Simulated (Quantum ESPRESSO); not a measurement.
Write the native input for Quantum ESPRESSO 7.5 that does the following.

* Task: dielectric tensor
* Functional: PBE
* Potentials or basis: PseudoDojo 0.4 FR PBE standard
* Cutoff: 1007 eV
* Density cutoff: 4027 eV
* k mesh: 8 × 8 × 2, shifted
* Occupations: fermi-dirac, width 0.05 eV
* Spin: spin-orbit coupling, no magnetisation
* Mixing beta: 0.5
* Most SCF iterations: 120
* SCF threshold: 6e-10 Ry

WS2, a slab with vacuum:

```
W S
1.0
     3.18352    0.00000    0.00000
    -1.59176    2.75701    0.00000
     0.00000    0.00000   16.95058
W S
1 2
Direct
  0.00000 0.00000 0.00000
  0.33333 0.66667 0.09200
  0.33333 0.66667 0.90800
```

These files were run (other wordings do the same):

pw.in

```
&CONTROL
  calculation = 'scf'
  prefix = 'pwscf'
  outdir = './tmp'
  pseudo_dir = './pseudo'
  tprnfor = .true.
  tstress = .true.
  disk_io = 'low'
/
&SYSTEM
  ibrav = 0
  nat = 3
  ntyp = 2
  ecutwfc = 74
  nbnd = 40
  occupations = 'smearing'
  smearing = 'fd'
  degauss = 0.00367493
  noncolin = .true.
  lspinorb = .true.
/
&ELECTRONS
  conv_thr = 6d-10
  electron_maxstep = 120
  mixing_beta = 0.5
/
ATOMIC_SPECIES
W    183.8400 W.upf
S     32.0600 S.upf
CELL_PARAMETERS angstrom
   3.1835163552    0.0000000000    0.0000000000
  -1.5917581776    2.7570060369    0.0000000000
   0.0000000000    0.0000000000   16.9505778900
ATOMIC_POSITIONS crystal
W      0.0000000000    0.0000000000    0.0000000000
S      0.3333333333    0.6666666667    0.0920005100
S      0.3333333333    0.6666666667    0.9079994900
K_POINTS automatic
8 8 2 0 0 1
```

scf2.in

```
&CONTROL
  calculation = 'scf'
  prefix = 'pwscf'
  outdir = './tmp'
  pseudo_dir = './pseudo'
  tprnfor = .true.
  tstress = .true.
  disk_io = 'low'
/
&SYSTEM
  ibrav = 0
  nat = 3
  ntyp = 2
  ecutwfc = 74
  nbnd = 40
  occupations = 'fixed'
  noncolin = .true.
  lspinorb = .true.
/
&ELECTRONS
  conv_thr = 1d-13
  electron_maxstep = 120
  mixing_beta = 0.5
  startingpot = 'file'
  startingwfc = 'file'
/
ATOMIC_SPECIES
W    183.8400 W.upf
S     32.0600 S.upf
CELL_PARAMETERS angstrom
   3.1835163552    0.0000000000    0.0000000000
  -1.5917581776    2.7570060369    0.0000000000
   0.0000000000    0.0000000000   16.9505778900
ATOMIC_POSITIONS crystal
W      0.0000000000    0.0000000000    0.0000000000
S      0.3333333333    0.6666666667    0.0920005100
S      0.3333333333    0.6666666667    0.9079994900
K_POINTS automatic
8 8 2 0 0 1
```

ph.in

```
dielectric of WS2
&INPUTPH
  prefix = 'pwscf'
  outdir = './tmp'
  tr2_ph = 1d-16
  fildyn = 'dyn'
  niter_ph = 60
  alpha_mix(1) = 0.7
  epsil = .true.
  trans = .false.
  zeu = .true.
/
0.0000000000 0.0000000000 0.0000000000
```

Potentials or basis: PseudoDojo 0.4 FR PBE standard.

Launch:

```bash
$ OMP_NUM_THREADS=1 pw.x -in pw.in > pw.out
$ OMP_NUM_THREADS=1 pw.x -in scf2.in > scf2.out
$ OMP_NUM_THREADS=1 ph.x -in ph.in > ph.out
```

Results of the run:

```json
{
 "Largest force": "0.280 eV/Å",
 "Electronic dielectric tensor (diagonal)": "5.66, 5.66, 1.43",
 "Born charges (mean of the diagonal)": "W -0.35; S +0.17 e"
}
```

Wall time 25 min on 1 thread of Intel(R) Xeon(R) Platinum 8559C (Emerald Rapids), on a shared host, peak memory 0.45 GiB.
